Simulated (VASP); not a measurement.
# Sb (Im-3m) in VASP: further runs

One crystal, Sb, is run at these levels: PBE; tasks: single point.

Program: VASP 6.6.1. These are calculated values, not measurements. Logs are shortened: lines on timing, memory, paths and dates and some standing lists are left out, and cuts for length are marked.

## Step 1: The crystal as given

It takes space group Im-3m (No. 229, cubic). The conventional cell has a = 3.743 Å, b = 3.743 Å, c = 3.743 Å, α = 90.00°, β = 90.00°, γ = 90.00°. Around Sb (site symmetry m-3m) lie 8 Sb at 3.24 Å.

This isn't the form of Sb at room conditions, which is rhombohedral.

## Step 2: Single point, PBE

INCAR

```
SYSTEM = Sb
PREC = Accurate
ENCUT = 450
EDIFF = 1E-6
ISMEAR = 0
SIGMA = 0.05
LREAL = .False.
LASPH = .True.
NELM = 100
ALGO = Normal
ISIF = 2
LWAVE = .False.
LCHARG = .False.
GGA = PE
ADDGRID = .False.
```

KPOINTS

```
Automatic mesh
0
Gamma
  5 5 5
  0 0 0
```

POSCAR

```
Sb
1.0
   -1.8488020000      1.8498240000      1.9110830000
    1.8778730000     -1.8297390000      1.9200690000
    1.8451380000      1.8260750000     -1.8909980000
Sb
1
Direct
   -0.0010080000      0.0132760000      0.0062290000
```

Potentials or basis: VASP PAW PBE potentials, release 64 (Sb).

Run with:

```sh
> cat potpaw_PBE.64/Sb/POTCAR > POTCAR
> mpirun -np 1 vasp_std > vasp.out
```

OUTCAR:

```text
SYSTEM = Sb
   PREC = Accurate
   ENCUT = 450
   EDIFF = 1E-6
   ISMEAR = 0
   LREAL = .False.
   LASPH = .True.
   NELM = 100
   ISIF = 2
   GGA = PE

 Found     63 irreducible k-points:

 Following reciprocal coordinates:
            Coordinates               Weight
  0.000000  0.000000  0.000000      1.000000
  0.200000 -0.000000  0.000000      2.000000
  0.400000  0.000000  0.000000      2.000000
 -0.000000  0.200000  0.000000      2.000000
  0.200000  0.200000  0.000000      2.000000
  0.400000  0.200000  0.000000      2.000000
   k-points           NKPTS =     63   k-points in BZ     NKDIM =     63   number of bands    NBANDS=      6
   number of dos      NEDOS =    301   number of ions     NIONS =      1
   total plane-waves  NPLWV =  13824
   dimension x,y,z NGX =    24 NGY =   24 NGZ =   24
   dimension x,y,z NGXF=    48 NGYF=   48 NGZF=   48
   ions per type =               1
   NGX,Y,Z   is equivalent  to a cutoff of  12.32, 12.28, 12.42 a.u.
   NGXF,Y,Z  is equivalent  to a cutoff of  24.64, 24.55, 24.85 a.u.
 SYSTEM =  Sb
   PREC   = accura    normal or accurate (medium, high low for compatibility)
   ISTART =      0    job   : 0-new  1-cont  2-samecut
   ICHARG =      2    charge: 1-file 2-atom 10-const
   ISPIN  =      1    spin polarized calculation?
   LNONCOLLINEAR =      F non collinear calculations
   LSORBIT =      F    spin-orbit coupling
   LASPH  =      T    aspherical Exc in radial PAW
   ENCUT  =  450.0 eV  33.07 Ry    5.75 a.u.   5.60  5.62  5.56*2*pi/ulx,y,z
   NELM   =    100;   NELMIN=  2; NELMDL= -5     # of ELM steps
   EDIFF  = 0.1E-05   stopping-criterion for ELM
   LREAL  =      F    real-space projection
   EDIFFG = 0.1E-04   stopping-criterion for IOM
   NSW    =      0    number of steps for IOM
   IBRION =     -1    ionic relax: 0-MD 1-quasi-New 2-CG
   NFREE  =      0    steps in history (QN), initial steepest desc. (CG)
   ISIF   =      2    stress and relaxation
   ISYM   =      2    0-nonsym 1-usesym 2-fastsym
   POTIM  = 0.5000    time-step for ionic-motion
   TEBEG  =    0.0;   TEEND  =   0.0 temperature during run
   PSTRESS=    0.0 pullay stress
   NELECT =       5.0000    total number of electrons
   NUPDOWN=      -1.0000    fix difference up-down
   EMIN   =  10.00;   EMAX   =-10.00  energy-range for DOS
   EFERMI =   0.00;   METHOD = LEGACY
   ISMEAR =     0;   SIGMA  =   0.05  broadening in eV -4-tet -1-fermi 0-gaus
   EFERMI_NEDOS =   21; number of points for ismear=-14 and -15
   IALGO  =     38    algorithm
   IMIX   =      4    mixing-type and parameters
     AMIX     =   0.40;   BMIX     =  1.00
     AMIX_MAG =   1.60;   BMIX_MAG =  1.00
  volume/ion in A,a.u.               =      26.21       176.89
  Fermi-wavevector in a.u.,A,eV,Ry     =   0.942378  1.780837 12.083020  0.888077
  Thomas-Fermi vector in A             =   2.069982
   LORBIT       =      0    0 simple, 1 ext, 2 COOP (PROOUT), +10 PAW based schemes
   GGA     = PE    functional components
   LHFCALC =     F    Hartree Fock is set to
   AEXX    =    0.0000 exact exchange contribution
   IVDW    =     0    specifies the selected vdW correction
   LEPSILON=     F    determine dielectric tensor
   LRPA    =     F    only Hartree local field effects (RPA)
 non-spin polarized calculation
 Gauss-broadening in eV      SIGMA  =   0.05
  energy-cutoff  :      450.00
  volume of cell :       26.21
 maximum number of plane-waves:       584
 NGX is ok and might be reduce to    24
   NGX = 11   NGY = 11   NGZ = 11

 number of electron       5.0000000 magnetization

 Free energy of the ion-electron system (eV)
  ---------------------------------------------------
  ext. energy  EPLUGINS =         0.00000000
  ---------------------------------------------------
  free energy    TOTEN  =        -3.89276251 eV

  energy without entropy =       -3.88935194  energy(sigma->0) =       -3.89105722

 E-fermi :   8.9331     XC(G=0): -10.3520

 val. band max:        8.9307497376   @ k =  -0.2000  -0.4000   0.4000
 cond. band min:       8.9410026201   @ k =  -0.2000  -0.2000   0.4000
 fundamental gap:      0.0102528824
 Fermi energy:         8.9330764994

 k-point     1 :       0.0000    0.0000    0.0000
  band No.  band energies     occupation
      1      -4.2605      2.00000
      2      14.2729      0.00000
      3      14.5139      0.00000
      4      14.6671      0.00000
      5      19.1200      0.00000
      6      19.3480      0.00000

 k-point     2 :       0.2000   -0.0000    0.0000
  band No.  band energies     occupation
      1      -3.4208      2.00000
      2       9.8417      0.00000
      3      12.6444      0.00000
      4      13.9058      0.00000
      5      17.0064      0.00000
      6      17.3872      0.00000

 k-point     3 :       0.4000    0.0000    0.0000
  band No.  band energies     occupation
      1      -1.0806      2.00000
      2       4.3418      2.00000
      3      10.9132      0.00000
      4      12.9095      0.00000
      5      15.5828      0.00000
      6      16.0828      0.00000

 k-point     4 :      -0.0000    0.2000    0.0000
  band No.  band energies     occupation
      1      -3.4378      2.00000
      2       9.6853      0.00000
      3      12.7992      0.00000
      4      14.0216      0.00000
      5      17.1518      0.00000
      6      17.5352      0.00000

 k-point     5 :       0.2000    0.2000    0.0000
  band No.  band energies     occupation
      1      -1.8656      2.00000
      2       6.8174      2.00000
      3       8.7601      2.00000
      4      12.4908      0.00000
      5      17.5228      0.00000
      6      18.4393      0.00000

 k-point     6 :       0.4000    0.2000    0.0000
  band No.  band energies     occupation
      1       0.2851      2.00000
      2       3.7068      2.00000
      3       7.3219      2.00000
      4      11.6786      0.00000
      5      17.1476      0.00000
      6      19.5189      0.00000

 [... further k-points ...]

------------------------ aborting loop because EDIFF is reached ----------------------------------------

  FORCE on cell =-STRESS in cart. coord.  units (eV):
  Direction    XX          YY          ZZ          XY          YZ          ZX
  --------------------------------------------------------------------------------------
  -------------------------------------------------------------------------------------
  Total       -0.1773573     -0.1569873      0.8148479     -0.0492297      0.0512807     -0.0411754
  in kB      -10.8402953     -9.5952511     49.8044911     -3.0089818      3.1343399     -2.5166908
  external PRESSURE =       9.7896482 kB  Pullay stress =       0.0000000 kB

 VOLUME and BASIS-vectors are now :
 -----------------------------------------------------------------------------
  energy-cutoff  :      450.00
  volume of cell :       26.21
      direct lattice vectors                 reciprocal lattice vectors
    -1.848802000  1.849824000  1.911083000    -0.001760844  0.270622024  0.259612708
     1.877873000 -1.829739000  1.920069000     0.266576263 -0.001149462  0.259001326
     1.845138000  1.826075000 -1.890998000     0.268894891  0.272329269 -0.003468089

 POSITION                                       TOTAL-FORCE (eV/Angst)
 -----------------------------------------------------------------------------------
     -1.81051      1.83504      1.92287        -0.000000      0.000000      0.000000
 -----------------------------------------------------------------------------------
    total drift:                               -0.000000      0.000000     -0.000000

  FREE ENERGIE OF THE ION-ELECTRON SYSTEM (eV)
  ---------------------------------------------------
  free  energy   TOTEN  =        -3.8927625124 eV

  energy  without entropy=       -3.8893519352  energy(sigma->0) =       -3.89105722
```

Run time: 8.4 s. Hardware: 1 thread of AMD EPYC 7R43 (Zen 3), shared host; peak memory 0.1 GiB.

These settings aren't checked as converged: the numbers below hold their error.

Results:

| Quantity | Value |
| --- | --- |
| Free energy | -3.8928 eV |
| Pressure | 1.0 GPa |
| Band gap on the k mesh | none (metal or under the smearing width) |

Caveat: the k mesh is coarse (spacing up to 0.48 Å⁻¹), so the values aren't converged.

## Step 3: Single point, PBE

INCAR, as its differences from that of step 2:

```diff
@@ -5,3 +5,3 @@
 ISMEAR = 0
-SIGMA = 0.05
+SIGMA = 0.5
 LREAL = .False.
```

KPOINTS is that of step 2.

POSCAR

```
Sb
1.0
   -1.8713408863      1.8713408863      1.8713408863
    1.8713408863     -1.8713408863      1.8713408863
    1.8713408863      1.8713408863     -1.8713408863
Sb
1
Direct
    0.0000000000      0.0000000000      0.0000000000
```

Potentials or basis: VASP PAW PBE potentials, release 64 (Sb).

Run with:

```sh
> cat potpaw_PBE.64/Sb/POTCAR > POTCAR
> mpirun -np 1 vasp_std > vasp.out
```

Wall time 3.4 s (1 thread of AMD EPYC 7R43 (Zen 3), shared host); peak memory 0.09 GiB.

These settings aren't checked as converged: the numbers below hold their error.

What came out:

- Free energy: -3.9583 eV
- Pressure: 1.3 GPa
- Band gap on the k mesh: none (metal or under the smearing width)

Caveat: the k mesh is coarse (spacing up to 0.47 Å⁻¹), so the values aren't converged.

## Step 4: For comparison

An earlier run on the cell as given: functional PBE; potentials or basis VASP PAW PBE potentials, release 64 (Sb); cutoff 520 eV; k mesh 10 × 10 × 10; occupations fermi-dirac, width 0.05 eV; no spin polarisation.

- Pressure: 3.0 GPa
- Band gap on the k mesh: none (metal or under the smearing width)
